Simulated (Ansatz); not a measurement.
Al₂Pt: opening a crack plane

Al₂Pt, Fm-3m, a = 5.946 Å. The structure is a COD entry; whether it is the stable form wasn't checked. Ansatz: PBE, PAW, 420 eV, Γ-centred 13×13×5 mesh on 9 atoms, Gaussian smearing 0.15 eV; no spin polarisation. One cut on (111) per cell of 9 atoms is opened rigidly by x, between planes of Al and Al that stand 1.72 Å apart; y is the energy per area (15.311 Å², 1 eV/Å² = 16.02 J/m²).

```
x (Å) y (J/m²)
 0.00     0.000
 0.25     0.212
 0.50     0.611
 0.75     1.018
 1.00         ?
 1.50     1.877
 2.00     2.177
 3.00     2.410
 4.50     2.461
 6.00     2.465
```

Q: Fit the universal binding curve y = W[1 − (1 + x/l) e^(−x/l)] to the other rows, give the peak stress, and predict the missing value.

A: Least squares gives W = 2.46 J/m² and l = 0.534 Å. The stress dy/dx peaks at x = l with W/(e l) = 16.9 GPa, for rigid faces. At x = 1.00: x/l = 1.873, y = 1.374 J/m². The run gave 1.369 J/m², so the fit is 0.005 J/m² too high, within the rms miss on the fitted rows (0.012 J/m²).

Spin–orbit coupling is left out, which can shift energies with elements as heavy as these.

Cost: 12 runs of about 9.1 core-minutes in all, on Arm Neoverse V1 (shared hosts).